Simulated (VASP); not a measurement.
Here is a VASP 6.6.1 calculation.

The input INCAR:

```
SYSTEM = Be18H4C
PREC = Accurate
ENCUT = 520
EDIFF = 1E-7
ISMEAR = -1
SIGMA = 0.15
LREAL = Auto
LASPH = .True.
NELM = 60
ALGO = Fast
ISIF = 2
LWAVE = .False.
LCHARG = .False.
GGA = PS
NBANDS = 39
```

KPOINTS

```
Automatic mesh
0
Gamma
  5 4 1
  0 0 0
```

POSCAR

```
Be18H4C
1.0
    4.5800000000      0.0000000000      0.0000000000
    3.4350000000      5.9495950000      0.0000000000
    0.0000000000      0.0000000000     16.5884300000
Be C H
18 1 4
Direct
    0.0000000000      0.0000000000      0.0602829804
    0.5000000000      0.0000000000      0.0602829804
    0.0000000420      0.3333332773      0.0602829804
    0.5000000420      0.3333332773      0.0602829804
   -0.0000000420      0.6666667227      0.0602829804
    0.4999999580      0.6666667227      0.0602829804
   -0.1671851349      0.2224573269      0.1703209406
    0.3328934266      0.2224707732      0.1702985153
   -0.1671705848      0.5558265731      0.1703923156
    0.3328547868      0.5557924531      0.1703146711
   -0.1671490423      0.8891707755      0.1703067741
    0.3327883747      0.8891764902      0.1703537948
   -0.0001118617      0.0000376496      0.2803792764
    0.4999504889      0.0001026961      0.2803481101
    0.0000996938      0.3332041929      0.2803370783
    0.4999720981      0.3332963000      0.2803738509
    0.0000853906      0.6667073977      0.2803956734
    0.4998241624      0.6666626888      0.2804980339
    0.6782854265      0.6663702319      0.5092630225
    0.4308643788      0.6922553552      0.4909498970
    0.8766852139      0.5024249550      0.4871049280
    0.7147031074      0.7998028437      0.4832999868
    0.6906182472      0.6710120605      0.5752856660
```

Potentials or basis: VASP PAW PBE potentials, release 64 (Be, C, H).

Command:

```console
$ cat potpaw_PBE.64/Be/POTCAR potpaw_PBE.64/C/POTCAR potpaw_PBE.64/H/POTCAR > POTCAR
$ mpirun -np 1 vasp_std > vasp.out
```

Task: Estimate the largest force.

Result: 0.037 eV/Å.

Task: Predict the band gap on the k mesh.

Result: None (metal or under the smearing width).

Forces in eV/Å, atoms in the order of the input:
```
Be   0.000  0.002 -0.013
Be   0.000  0.000 -0.013
Be  -0.001  0.000 -0.013
Be   0.001 -0.002 -0.013
Be  -0.002 -0.001 -0.012
Be   0.002  0.000 -0.010
Be   0.000  0.000  0.000
Be   0.000  0.000  0.000
Be   0.000  0.000  0.000
Be   0.000  0.000  0.000
Be   0.000  0.000  0.000
Be   0.000  0.000  0.000
Be   0.000  0.000  0.012
Be   0.000  0.000  0.012
Be   0.000  0.000  0.012
Be   0.000  0.000  0.012
Be   0.000  0.000  0.012
Be   0.000  0.000  0.012
C   -0.004  0.003  0.009
H   -0.031  0.004 -0.009
H    0.014 -0.032 -0.013
H    0.019  0.026 -0.015
H    0.002  0.001  0.032
```

Caveat: the PAW data sets were made with another functional, which shifts forces and pressure a little.
